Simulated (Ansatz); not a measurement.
Input of an Ansatz 0.2.0 run:

input.yaml

```yaml
crystal:
  lattice:
    - [2.8862, 0.0, 0.0]
    - [-1.4431, 2.4995225204, 0.0]
    - [0.0, 0.0, 10.0]
  atoms:
    - { symbol: Ag, position: [0.0, 0.0, 0.5] }
    - { symbol: Ag, position: [0.0, 0.0, 0.0] }
    - { symbol: Ag, position: [0.6666666667, 0.3333333333, 0.75] }
    - { symbol: Ag, position: [0.3333333333, 0.6666666667, 0.25] }
hamiltonian:
  xc: pbesol
  pseudopotentials: { kind: paw }
kpoints:
  mp_grid: { grid: [11, 11, 3] }
scf:
  occupations: { method: fermi_dirac, width: 0.05 }
output:
  forces: true
  stress: true
  eigenvalues: true
```

Potentials or basis: Ansatz PAW.

The run is started by

```bash
$ ansatz run input.yaml --threads 2 --pin off --max-ram 5632MiB --backend cpu --events-out ev --progress --plain --runs-dir out
```

Task: What does it give for the pressure?

Result: -7.1 GPa.

Task: Estimate the band gap on the k mesh.

Result: None (metal or under the smearing width).

Stress tensor (GPa, compression positive):
```
-6.03  0.00  0.00
 0.00 -6.03  0.00
 0.00  0.00 -9.36
```

Caveat: the PAW data sets come from PBE, with cores solved anew for the run's functional, which leaves a small shift of forces and pressure.
